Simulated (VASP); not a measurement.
# MgO (I-4m2) in VASP: notebook

One crystal, MgO, is run at these levels: r2SCAN, PBE; tasks: single point.

Everything below comes from runs of VASP 6.6.1. Logs are shortened: lines on timing, memory, paths and dates and some standing lists are left out, and cuts for length are marked.

### 1 The cell of the first run

It takes space group I-4m2 (No. 119, tetragonal). Conventional cell: a = 3.227 Å, b = 3.227 Å, c = 4.770 Å, α = 90.00°, β = 90.00°, γ = 90.00°. Around Mg (site symmetry -4m2) lie 4 O at 2.01 Å. O (site symmetry -4m2) is surrounded by 4 Mg at 2.01 Å.

The cell was built by a generator and needn't be a form met in nature.

### 2 Single point, r2SCAN (uniaxial_z strain +4.5%)

POSCAR

```
MgO
1.0
    0.0000000000      2.2820056624      2.3851523183
    2.2820056624      0.0000000000      2.3851523183
    2.2820056624      2.2820056624      0.0000000000
Mg O
1 1
Direct
    0.0000000000      0.0000000000      0.0000000000
    0.2500000000      0.2500000000      0.2500000000
```

INCAR.step1

```
SYSTEM = MgO
PREC = Accurate
ENCUT = 520
ISMEAR = 0
SIGMA = 0.01
LREAL = .FALSE.
LASPH = .TRUE.
NELM = 80
NBANDS = 11
GGA = PE
ALGO = Normal
EDIFF = 1E-4
LWAVE = .TRUE.
LCHARG = .FALSE.
```

INCAR.step2

```
SYSTEM = MgO
PREC = Accurate
ENCUT = 520
EDIFF = 1E-7
ISMEAR = 0
SIGMA = 0.01
LREAL = .FALSE.
LASPH = .TRUE.
NELM = 80
ALGO = Normal
ISIF = 2
LWAVE = .FALSE.
LCHARG = .FALSE.
METAGGA = R2SCAN
LMIXTAU = .TRUE.
NBANDS = 11
ISTART = 1
```

KPOINTS

```
Automatic mesh
0
G
  10 10 10
  0 0 0
```

Potentials or basis: VASP PAW PBE potentials, release 64 (Mg, O).

Launch:

```sh
cat potpaw_PBE.64/Mg/POTCAR potpaw_PBE.64/O/POTCAR > POTCAR
cp INCAR.step1 INCAR
mpirun -np 1 vasp_std > vasp.out
cp INCAR.step2 INCAR
mpirun -np 1 vasp_std > vasp.out
```

OUTCAR:

```text
SYSTEM = MgO
   PREC = Accurate
   ENCUT = 520
   EDIFF = 1E-7
   ISMEAR = 0
   LREAL = .FALSE.
   LASPH = .TRUE.
   NELM = 80
   ISIF = 2
   METAGGA = R2SCAN
   ISTART = 1

 ion  position               nearest neighbor table
   1  0.000  0.000  0.000-   2 2.01   2 2.01   2 2.01   2 2.01
   2  0.250  0.250  0.250-   1 2.01   1 2.01   1 2.01   1 2.01

  LATTYP: Found a body centered tetragonal cell.
 ALAT       =     3.2272433572
 C/A-ratio  =     1.4781360154

  Lattice vectors:

 A1 = (  -2.2820056624,   0.0000000000,   2.3851523183)
 A2 = (   2.2820056624,   0.0000000000,   2.3851523183)
 A3 = (   0.0000000000,   2.2820056624,  -2.3851523183)

Analysis of symmetry for initial positions (statically):
=====================================================================
 Subroutine PRICEL returns:
 Original cell was already a primitive cell.

 Routine SETGRP: Setting up the symmetry group for a
 body centered tetragonal supercell.

 Subroutine GETGRP returns: Found  8 space group operations
 (whereof  8 operations were pure point group operations)
 out of a pool of 16 trial point group operations.

The static configuration has the point symmetry D_2d.

Analysis of symmetry for dynamics (positions and initial velocities):
=====================================================================
 Subroutine PRICEL returns:
 Original cell was already a primitive cell.

 Routine SETGRP: Setting up the symmetry group for a
 body centered tetragonal supercell.

 Subroutine GETGRP returns: Found  8 space group operations
 (whereof  8 operations were pure point group operations)
 out of a pool of 16 trial point group operations.

The dynamic configuration has the point symmetry D_2d.

 Subroutine INISYM returns: Found  8 space group operations
 (whereof  8 operations are pure point group operations),
 and found     1 'primitive' translations

----------------------------------------------------------------------------------------

                                     Primitive cell

  volume of cell :      24.8416

  direct lattice vectors                    reciprocal lattice vectors
     0.000000000  2.282005662  2.385152318    -0.219105504  0.219105504  0.209630218
     2.282005662  0.000000000  2.385152318     0.219105504 -0.219105504  0.209630218
     2.282005662  2.282005662  0.000000000     0.219105504  0.219105504 -0.209630218

  length of vectors
     3.300984917  3.300984917  3.227243357     0.374111309  0.374111309  0.374111309

  position of ions in fractional coordinates (direct lattice)
     0.000000000  0.000000000  0.000000000
     0.250000000  0.250000000  0.250000000

  ion indices of the primitive-cell ions
   primitive index   ion index
                 1           1
                 2           2

----------------------------------------------------------------------------------------

 KPOINTS: Automatic mesh

Automatic generation of k-mesh.
 Grid dimensions read from file:
 generate k-points for:   10   10   10

 Generating k-lattice:

  Cartesian coordinates                     Fractional coordinates (reciprocal lattice)
    -0.021910550  0.021910550  0.020963022     0.100000000  0.000000000  0.000000000
     0.021910550 -0.021910550  0.020963022     0.000000000  0.100000000  0.000000000
     0.021910550  0.021910550 -0.020963022    -0.000000000 -0.000000000  0.100000000

  Length of vectors
     0.037411131  0.037411131  0.037411131

  Shift w.r.t. Gamma in fractional coordinates (k-lattice)
     0.000000000  0.000000000  0.000000000

 Subroutine IBZKPT returns following result:
 ===========================================

 Found    102 irreducible k-points:

 Following reciprocal coordinates:
            Coordinates               Weight
  0.000000  0.000000  0.000000      1.000000
  0.100000 -0.000000  0.000000      8.000000
  0.200000 -0.000000  0.000000      8.000000
  0.300000 -0.000000  0.000000      8.000000
  0.400000 -0.000000  0.000000      8.000000
  0.500000 -0.000000  0.000000      4.000000
[... 16 lines left out ...]
  0.300000  0.300000  0.000000      2.000000
  0.400000  0.300000  0.000000      8.000000
 [... further k-points ...]
   k-points           NKPTS =    102   k-points in BZ     NKDIM =    102   number of bands    NBANDS=     11
   number of dos      NEDOS =    301   number of ions     NIONS =      2
   total plane-waves  NPLWV =  18816
   dimension x,y,z NGX =    28 NGY =   28 NGZ =   24
   dimension x,y,z NGXF=    56 NGYF=   56 NGZF=   48
   ions per type =               1   1
   NGX,Y,Z   is equivalent  to a cutoff of  14.10, 14.10, 12.36 a.u.
   NGXF,Y,Z  is equivalent  to a cutoff of  28.20, 28.20, 24.73 a.u.
 SYSTEM =  MgO
   PREC   = accura    normal or accurate (medium, high low for compatibility)
   ISTART =      1    job   : 0-new  1-cont  2-samecut
   ICHARG =      0    charge: 1-file 2-atom 10-const
   ISPIN  =      1    spin polarized calculation?
   LNONCOLLINEAR =      F non collinear calculations
   LSORBIT =      F    spin-orbit coupling
   LASPH  =      T    aspherical Exc in radial PAW
   ENCUT  =  520.0 eV  38.22 Ry    6.18 a.u.   6.14  6.14  6.00*2*pi/ulx,y,z
   NELM   =     80;   NELMIN=  2; NELMDL=  0     # of ELM steps
   EDIFF  = 0.1E-06   stopping-criterion for ELM
   LREAL  =      F    real-space projection
   EDIFFG = 0.1E-05   stopping-criterion for IOM
   NSW    =      0    number of steps for IOM
   IBRION =     -1    ionic relax: 0-MD 1-quasi-New 2-CG
   NFREE  =      0    steps in history (QN), initial steepest desc. (CG)
   ISIF   =      2    stress and relaxation
   ISYM   =      2    0-nonsym 1-usesym 2-fastsym
   POTIM  = 0.5000    time-step for ionic-motion
   TEBEG  =    0.0;   TEEND  =   0.0 temperature during run
   PSTRESS=    0.0 pullay stress
   NELECT =       8.0000    total number of electrons
   NUPDOWN=      -1.0000    fix difference up-down
   EMIN   =  10.00;   EMAX   =-10.00  energy-range for DOS
   EFERMI =   0.00;   METHOD = LEGACY
   ISMEAR =     0;   SIGMA  =   0.01  broadening in eV -4-tet -1-fermi 0-gaus
   EFERMI_NEDOS =   21; number of points for ismear=-14 and -15
   IALGO  =     38    algorithm
   IMIX   =      4    mixing-type and parameters
     AMIX     =   0.40;   BMIX     =  1.00
     AMIX_MAG =   1.60;   BMIX_MAG =  1.00
  volume/ion in A,a.u.               =      12.42        83.82
  Fermi-wavevector in a.u.,A,eV,Ry     =   1.122135  2.120527 17.132268  1.259186
  Thomas-Fermi vector in A             =   2.258793
   LORBIT       =      0    0 simple, 1 ext, 2 COOP (PROOUT), +10 PAW based schemes
   METAGGA = R2SCAN    functional components
   LHFCALC =     F    Hartree Fock is set to
   AEXX    =    0.0000 exact exchange contribution
   IVDW    =     0    specifies the selected vdW correction
   LEPSILON=     F    determine dielectric tensor
   LRPA    =     F    only Hartree local field effects (RPA)
 non-spin polarized calculation
 Gauss-broadening in eV      SIGMA  =   0.01
  energy-cutoff  :      520.00
  volume of cell :       24.84
 maximum number of plane-waves:       686
 NGX is ok and might be reduce to    28
   NGX = 13   NGY = 13   NGZ = 13

 number of electron       8.0000000 magnetization

 Free energy of the ion-electron system (eV)
  ---------------------------------------------------
  ext. energy  EPLUGINS =         0.00000000
  ---------------------------------------------------
  free energy    TOTEN  =       -15.82787260 eV

  energy without entropy =      -15.82787260  energy(sigma->0) =      -15.82787260

 E-fermi :   0.3483     XC(G=0):  -9.9663

 val. band max:        0.1953681879   @ k =  -0.1000   0.1000   0.0000
 cond. band min:       4.2069919346   @ k =   0.0000   0.0000   0.0000
 fundamental gap:      4.0116237467
 Fermi energy:         0.3483075664

 k-point     1 :       0.0000    0.0000    0.0000
  band No.  band energies     occupation
      1     -16.5610      2.00000
      2       0.0822      2.00000
      3       0.1857      2.00000
      4       0.1858      2.00000
      5       4.2070      0.00000
      6      17.5684      0.00000
      7      17.5687      0.00000
      8      17.5981      0.00000
      9      20.2621      0.00000
     10      20.3112      0.00000
     11      21.5874      0.00000

 k-point     2 :       0.1000   -0.0000    0.0000
  band No.  band energies     occupation
      1     -16.5084      2.00000
      2      -0.2911      2.00000
      3       0.0950      2.00000
      4       0.1739      2.00000
      5       4.7418      0.00000
      6      16.6239      0.00000
      7      17.4978      0.00000
      8      17.6130      0.00000
      9      19.0990      0.00000
     10      20.1496      0.00000
     11      20.7824      0.00000

 k-point     3 :       0.2000   -0.0000    0.0000
  band No.  band energies     occupation
      1     -16.3675      2.00000
      2      -1.1588      2.00000
      3       0.0272      2.00000
      4       0.1432      2.00000
      5       5.8960      0.00000
      6      14.8032      0.00000
      7      16.7234      0.00000
      8      17.2863      0.00000
      9      19.3013      0.00000
     10      19.7633      0.00000
     11      20.2841      0.00000
[... 267 lines left out ...]
 k-point    23 :       0.3000    0.3000    0.0000
  band No.  band energies     occupation
      1     -16.0980      2.00000
      2      -1.8555      2.00000
      3      -0.2386      2.00000
      4      -0.2384      2.00000
      5       7.1132      0.00000
      6      12.5135      0.00000
      7      15.0874      0.00000
      8      17.4982      0.00000
      9      17.4982      0.00000
     10      23.7929      0.00000
     11      24.2265      0.00000

 k-point    24 :       0.4000    0.3000    0.0000
  band No.  band energies     occupation
      1     -15.9834      2.00000
      2      -2.0943      2.00000
      3      -0.4476      2.00000
      4      -0.2967      2.00000
      5       7.4551      0.00000
      6      12.1897      0.00000
      7      14.6616      0.00000
      8      17.4046      0.00000
      9      17.7591      0.00000
     10      23.7242      0.00000
     11      24.8184      0.00000

 [... further k-points ...]

------------------------ aborting loop because EDIFF is reached ----------------------------------------

  FORCE on cell =-STRESS in cart. coord.  units (eV):
  Direction    XX          YY          ZZ          XY          YZ          ZX
  --------------------------------------------------------------------------------------
  -------------------------------------------------------------------------------------
  Total       -0.7563592     -0.7563592     -1.1714888      0.0000000     -0.0000000     -0.0000000
  in kB      -48.7819441    -48.7819441    -75.5560397      0.0000000     -0.0000000     -0.0000000
  external PRESSURE =     -57.7066426 kB  Pullay stress =       0.0000000 kB

 VOLUME and BASIS-vectors are now :
 -----------------------------------------------------------------------------
  energy-cutoff  :      520.00
  volume of cell :       24.84
      direct lattice vectors                 reciprocal lattice vectors
     0.000000000  2.282005662  2.385152318    -0.219105504  0.219105504  0.209630218
     2.282005662  0.000000000  2.385152318     0.219105504 -0.219105504  0.209630218
     2.282005662  2.282005662  0.000000000     0.219105504  0.219105504 -0.209630218

 POSITION                                       TOTAL-FORCE (eV/Angst)
 -----------------------------------------------------------------------------------
      0.00000      0.00000      0.00000        -0.000000      0.000000      0.000000
      1.14100      1.14100      1.19258         0.000000      0.000000     -0.000000
 -----------------------------------------------------------------------------------
    total drift:                               -0.002714     -0.002714      0.003373

  FREE ENERGIE OF THE ION-ELECTRON SYSTEM (eV)
  ---------------------------------------------------
  free  energy   TOTEN  =       -15.8278725996 eV

  energy  without entropy=      -15.8278725996  energy(sigma->0) =      -15.82787260
```

It took 76 s on 1 thread of Intel Xeon 6975P-C (Granite Rapids), shared host; peak memory 0.16 GiB.

What came out:

```
Free energy            : -15.8279 eV
Pressure               : -5.8 GPa
Band gap on the k mesh : 4.01 eV, indirect (least direct gap 4.02 eV)
```

Levels at points of the mesh, in eV from the valence-band top:
| k point | band 1 | band 2 | band 3 | band 4 | band 5 | band 6 | band 7 | band 8 | band 9 |
| --- | --- | --- | --- | --- | --- | --- | --- | --- | --- |
| (0.00, 0.00, 0.00) | -16.76 | -0.11 | -0.01 | -0.01 | 4.01 | 17.37 | 17.37 | 17.40 | 20.07 |
| (0.50, 0.00, 0.00) | -16.17 | -2.95 | -0.33 | -0.13 | 9.23 | 10.14 | 14.81 | 15.55 | 20.12 |
| (0.50, 0.50, 0.00) | -16.04 | -2.59 | -0.64 | -0.64 | 6.79 | 12.13 | 14.52 | 17.53 | 17.53 |
| (0.50, 0.00, 0.50) | -15.97 | -2.38 | -0.84 | -0.83 | 6.79 | 12.13 | 14.74 | 16.61 | 17.52 |

Caveat: the PAW data sets were made with another functional, which shifts forces and pressure a little.

### 3 Single point, PBE (shear_111 strain +1.8%)

INCAR

```
SYSTEM = MgO
PREC     = Accurate       ! precision mode
ENCUT    = 520            ! plane-wave cutoff, eV
EDIFF    = 1E-7           ! SCF threshold, eV
ISMEAR   = -1             ! smearing method
SIGMA    = 0.02           ! smearing width, eV
LREAL    = .FALSE.        ! projectors in reciprocal space
LASPH    = .TRUE.         ! aspherical terms in the spheres
NELM     = 80             ! most SCF steps
ALGO     = Fast           ! electronic algorithm
ISIF     = 2              ! what is computed and relaxed
LWAVE    = .FALSE.        ! write WAVECAR
LCHARG   = .TRUE.         ! write CHGCAR
GGA      = PE             ! functional
LELF     = .TRUE.         ! ELF
LVHAR    = .TRUE.       
NBANDS   = 11             ! bands
```

KPOINTS is that of step 2.

POSCAR

```
MgO
1.0
    0.0272319342      2.3092375966      2.3092375966
    2.3092375966      0.0272319342      2.3092375966
    2.3092375966      2.3092375966      0.0272319342
Mg O
1 1
Direct
    0.0009799497      0.0009799497      0.0009799497
    0.2490200503      0.2490200503      0.2490200503
```

Potentials or basis: VASP PAW PBE potentials, release 64 (Mg, O).

Launch:

```sh
cat potpaw_PBE.64/Mg/POTCAR potpaw_PBE.64/O/POTCAR > POTCAR
mpirun -np 1 vasp_std > vasp.out
```

Wall time 14 s (1 thread of Intel Xeon 6975P-C (Granite Rapids), shared host); peak memory 0.14 GiB.

Results (log left out):

* Free energy: -11.6973 eV
* Pressure: 1.2 GPa
* Largest force: 0.010 eV/Å
* Band gap on the k mesh: 3.51 eV, direct

Forces on the atoms (eV/Å):
```
Mg   0.006  0.006  0.006
O   -0.006 -0.006 -0.006
```

Stress tensor (GPa, compression positive):
```
 1.23 -1.03 -1.03
-1.03  1.23 -1.03
-1.03 -1.03  1.23
```

Levels at points of the mesh, in eV from the valence-band top:
| k point | band 2 | band 3 | band 4 | band 5 | band 6 | band 7 |
| --- | --- | --- | --- | --- | --- | --- |
| (0.00, 0.00, 0.00) | -0.09 | 0.00 | 0.00 | 3.51 | 16.27 | 16.75 |
| (0.50, 0.00, 0.00) | -3.01 | -0.26 | -0.21 | 8.62 | 9.54 | 14.27 |
| (0.50, 0.50, 0.00) | -2.50 | -0.81 | -0.72 | 6.18 | 11.43 | 13.83 |
| (0.50, 0.50, 0.50) | -3.07 | -0.16 | -0.16 | 8.64 | 9.45 | 14.64 |

### 4 Single point, PBE (uniaxial_z strain +4.5%)

INCAR

```
SYSTEM = MgO
PREC = Accurate ; ENCUT = 520
EDIFF = 1E-6 ; ISMEAR = -1
SIGMA = 0.02 ; LREAL = .False.
LASPH = .True. ; NELM = 60
ALGO = Normal ; ISIF = 2
LWAVE = .False. ; LCHARG = .False.
GGA = PE ; NBANDS = 11
```

KPOINTS

```
Automatic mesh
0
Gamma
  10 10 10
  0 0 0
```

POSCAR

```
MgO
1.0
    0.0000000000      2.2820056624      2.3851523183
    2.2820056624      0.0000000000      2.3851523183
    2.2820056624      2.2820056624      0.0000000000
Mg O
1 1
Direct
    0.0000000000      0.0000000000      0.0000000000
    0.2500000000      0.2500000000      0.2500000000
```

Launch:

```sh
cat potpaw_PBE.64/Mg/POTCAR potpaw_PBE.64/O/POTCAR > POTCAR
mpirun -np 1 vasp_std > vasp.out
```

Run time: 18 s. Hardware: 1 thread of Intel Xeon 6975P-C (Granite Rapids), shared host; peak memory 0.16 GiB.

The run converged. Its results:

```
Free energy            : -11.6942 eV
Pressure               : -1.9 GPa
Band gap on the k mesh : 3.35 eV, indirect (least direct gap 3.35 eV)
```

Stress tensor (GPa, compression positive):
```
-1.11  0.00  0.00
 0.00 -1.11  0.00
 0.00  0.00 -3.47
```

Levels at points of the mesh, in eV from the valence-band top:
| k point | band 1 | band 2 | band 3 | band 4 | band 5 | band 6 | band 7 | band 8 | band 9 |
| --- | --- | --- | --- | --- | --- | --- | --- | --- | --- |
| (0.00, 0.00, 0.00) | -15.82 | -0.11 | -0.01 | -0.01 | 3.35 | 16.29 | 16.29 | 16.30 | 19.04 |
| (0.50, 0.00, 0.00) | -15.21 | -2.97 | -0.33 | -0.13 | 8.40 | 9.31 | 13.91 | 14.63 | 18.95 |
| (0.50, 0.50, 0.00) | -15.07 | -2.60 | -0.64 | -0.64 | 6.11 | 11.22 | 13.35 | 16.41 | 16.41 |
| (0.50, 0.00, 0.50) | -15.01 | -2.39 | -0.83 | -0.82 | 6.11 | 11.23 | 13.55 | 15.53 | 16.39 |

### 5 Overview

| level | cell | smearing | gap on the mesh (eV) | pressure (GPa) |
| --- | --- | --- | --- | --- |
| r2SCAN | uniaxial_z strain +4.5% | gaussian 0.01 eV | 4.01 | -5.8 |
| PBE | shear_111 strain +1.8% | fermi-dirac 0.02 eV | 3.51 | 1.2 |
| PBE | uniaxial_z strain +4.5% | fermi-dirac 0.02 eV | 3.35 | -1.9 |

Alike in all rows: task single point; potentials or basis VASP PAW PBE potentials, release 64 (Mg, O); no spin polarisation; k mesh 10 × 10 × 10; cutoff (eV) 520.

Caveats: the PAW data sets were made with another functional, which shifts forces and pressure a little (some runs).

Total energies depend on the potentials used, so only differences within one code and one set of settings carry meaning.
